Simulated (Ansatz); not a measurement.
# SnO2: the cost of one run

Program: Ansatz 0.2.0. Level of theory: DFT PBE, scalar-relativistic, plane waves, PAW. These are calculated values, not measurements.

## 1. Starting point

It takes space group Pa-3 (No. 205, cubic). The conventional cell has a = 5.175 Å, b = 5.175 Å, c = 5.175 Å, α = 90.00°, β = 90.00°, γ = 90.00°. Sn (site symmetry -3) has 6 O at 2.11 Å in its first shell of neighbours. Around O (site symmetry 3) lie 3 Sn at 2.11 Å.

Structure file:

```
Sn O
1.0
    -5.17526    5.17526    5.17526
     5.17526   -5.17526    5.17526
     5.17526    5.17526   -5.17526
Sn O
16 32
Direct
  0.50000 0.25000 0.25000
  0.00000 0.75000 0.25000
  0.00000 0.25000 0.75000
  0.50000 0.75000 0.75000
  0.75000 0.25000 0.00000
  0.25000 0.75000 0.00000
  0.25000 0.25000 0.50000
  0.75000 0.75000 0.50000
  0.75000 0.00000 0.25000
  0.25000 0.50000 0.25000
  0.25000 0.00000 0.75000
  0.75000 0.50000 0.75000
  0.00000 0.00000 0.00000
  0.50000 0.50000 0.00000
  0.50000 0.00000 0.50000
  0.00000 0.50000 0.50000
  0.00000 0.08890 0.25000
  0.50000 0.58890 0.25000
  0.50000 0.08890 0.75000
  0.00000 0.58890 0.75000
  0.08890 0.25000 0.00000
  0.58890 0.75000 0.00000
  0.58890 0.25000 0.50000
  0.08890 0.75000 0.50000
  0.25000 0.00000 0.08890
  0.75000 0.50000 0.08890
  0.75000 0.00000 0.58890
  0.25000 0.50000 0.58890
  0.66110 0.16110 0.16110
  0.16110 0.66110 0.16110
  0.16110 0.16110 0.66110
  0.66110 0.66110 0.66110
  0.33890 0.33890 0.33890
  0.83890 0.83890 0.33890
  0.83890 0.33890 0.83890
  0.33890 0.83890 0.83890
  0.25000 0.00000 0.41110
  0.75000 0.50000 0.41110
  0.75000 0.00000 0.91110
  0.25000 0.50000 0.91110
  0.41110 0.25000 0.00000
  0.91110 0.75000 0.00000
  0.91110 0.25000 0.50000
  0.41110 0.75000 0.50000
  0.00000 0.41110 0.25000
  0.50000 0.91110 0.25000
  0.50000 0.41110 0.75000
  0.00000 0.91110 0.75000
```

The runs take a perfect supercell of 48 atoms; the defect goes to fractional position (0.000, 0.089, 0.250).

## 2. The perfect supercell

Input file input.yaml:

```yaml
crystal:
  lattice:
    - [-5.175256, 5.175256, 5.175256]
    - [5.175256, -5.175256, 5.175256]
    - [5.175256, 5.175256, -5.175256]
  atoms:
    - { symbol: Sn, position: [0.5, 0.25, 0.25] }
    - { symbol: Sn, position: [0.0, 0.75, 0.25] }
    - { symbol: Sn, position: [0.0, 0.25, 0.75] }
    - { symbol: Sn, position: [0.5, 0.75, 0.75] }
    - { symbol: Sn, position: [0.75, 0.25, 0.0] }
    - { symbol: Sn, position: [0.25, 0.75, 0.0] }
    - { symbol: Sn, position: [0.25, 0.25, 0.5] }
    - { symbol: Sn, position: [0.75, 0.75, 0.5] }
    - { symbol: Sn, position: [0.75, 0.0, 0.25] }
    - { symbol: Sn, position: [0.25, 0.5, 0.25] }
    - { symbol: Sn, position: [0.25, 0.0, 0.75] }
    - { symbol: Sn, position: [0.75, 0.5, 0.75] }
    - { symbol: Sn, position: [0.0, 0.0, 0.0] }
    - { symbol: Sn, position: [0.5, 0.5, 0.0] }
    - { symbol: Sn, position: [0.5, 0.0, 0.5] }
    - { symbol: Sn, position: [0.0, 0.5, 0.5] }
    - { symbol: O, position: [0.0, 0.088902, 0.25] }
    - { symbol: O, position: [0.5, 0.588902, 0.25] }
    - { symbol: O, position: [0.5, 0.088902, 0.75] }
    - { symbol: O, position: [0.0, 0.588902, 0.75] }
    - { symbol: O, position: [0.088902, 0.25, 0.0] }
    - { symbol: O, position: [0.588902, 0.75, 0.0] }
    - { symbol: O, position: [0.588902, 0.25, 0.5] }
    - { symbol: O, position: [0.088902, 0.75, 0.5] }
    - { symbol: O, position: [0.25, 0.0, 0.088902] }
    - { symbol: O, position: [0.75, 0.5, 0.088902] }
    - { symbol: O, position: [0.75, 0.0, 0.588902] }
    - { symbol: O, position: [0.25, 0.5, 0.588902] }
    - { symbol: O, position: [0.661098, 0.161098, 0.161098] }
    - { symbol: O, position: [0.161098, 0.661098, 0.161098] }
    - { symbol: O, position: [0.161098, 0.161098, 0.661098] }
    - { symbol: O, position: [0.661098, 0.661098, 0.661098] }
    - { symbol: O, position: [0.338902, 0.338902, 0.338902] }
    - { symbol: O, position: [0.838902, 0.838902, 0.338902] }
    - { symbol: O, position: [0.838902, 0.338902, 0.838902] }
    - { symbol: O, position: [0.338902, 0.838902, 0.838902] }
    - { symbol: O, position: [0.25, 0.0, 0.411098] }
    - { symbol: O, position: [0.75, 0.5, 0.411098] }
    - { symbol: O, position: [0.75, 0.0, 0.911098] }
    - { symbol: O, position: [0.25, 0.5, 0.911098] }
    - { symbol: O, position: [0.411098, 0.25, 0.0] }
    - { symbol: O, position: [0.911098, 0.75, 0.0] }
    - { symbol: O, position: [0.911098, 0.25, 0.5] }
    - { symbol: O, position: [0.411098, 0.75, 0.5] }
    - { symbol: O, position: [0.0, 0.411098, 0.25] }
    - { symbol: O, position: [0.5, 0.911098, 0.25] }
    - { symbol: O, position: [0.5, 0.411098, 0.75] }
    - { symbol: O, position: [0.0, 0.911098, 0.75] }
basis:
  ecutwfc: 420
  fft_grid_basis: typed
kpoints:
  mp_grid: { grid: [2, 2, 2] }
hamiltonian:
  xc: pbe
  pseudopotentials: { kind: paw }
scf:
  occupations: { method: gaussian, width: 0.05 }
output:
  forces: true
  stress: false
  eigenvalues: true
  bader: false
  write_density: true
  volumetric_format: npy
```

Launch:

```sh
ansatz run input.yaml --threads 4 --pin off --max-ram 10240MiB --backend cpu --events-out ev --progress --plain --runs-dir out
```

Q: Estimate wall time and peak memory on 4 threads of Arm Neoverse N1, shared host.

About 13 s, with a peak of 2.1 GiB.
